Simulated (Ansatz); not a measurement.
CdS (Greenockite) under changes of volume

One of the cells (25.121 Å³/atom); the others are scaled copies at fixed shape and fractional positions:

```
Cd S
1.0
     4.15000    0.00000    0.00000
    -2.07500    3.59401    0.00000
     0.00000    0.00000    6.73700
Cd S
2 2
Cartesian
  2.0750 1.1980 3.3685
  0.0000 2.3960 0.0000
  2.0750 1.1980 5.8949
  0.0000 2.3960 2.5264
```

```yaml
Program: Ansatz 0.2.0
Functional: exchange-only PBE
Potentials_or_basis: Ansatz PAW
Cutoff: "420 eV (not typed: the program's choice for these potentials)"
k_mesh: 7 × 7 × 4
Occupations: fermi-dirac, width 0.05 eV
Spin: no spin polarisation
```

```csv
volume (Å³/atom),energy over the lowest point (meV/atom),pressure (GPa),gap on the mesh (eV),largest force (eV/Å)
23.614,206.26,16.2,1.33,0.079
24.116,158.58,14.2,1.28,0.074
24.618,116.92,12.4,1.23,0.070
25.121,80.72,10.7,1.17,0.066
25.623,?,?,?,?
26.126,22.69,7.9,1.07,0.059
26.628,0.00,6.6,1.02,0.056
```

**Question.** What does the run at 25.623 Å³/atom give?

**Answer.** Energy over the lowest point 49.46 meV/atom; pressure 9.2 GPa; gap on the mesh 1.12 eV; largest force 0.063 eV/Å.

Worked out: A Birch-Murnaghan fit of order 3 (a polynomial in V^(-2/3)) to the other rows has no minimum within the range. It gives 49.49 meV/atom at 25.623 Å³/atom, against the run's 49.46, and -dE/dV = 9.2 GPa, against 9.2. A straight line through the other rows of the gap, of slope -2.6 eV per unit of ln V (its deformation potential), gives 1.12 eV, against the run's 1.12.

Energies are extrapolated to zero smearing.

Caveats: odd divisions of the mesh miss points on the zone boundary, where band edges often lie, so the gap on the mesh can be too wide; the PAW data sets come from PBE, with cores solved anew for the run's functional, which leaves a small shift of forces and pressure.

Spin-orbit coupling on Cd is left out.
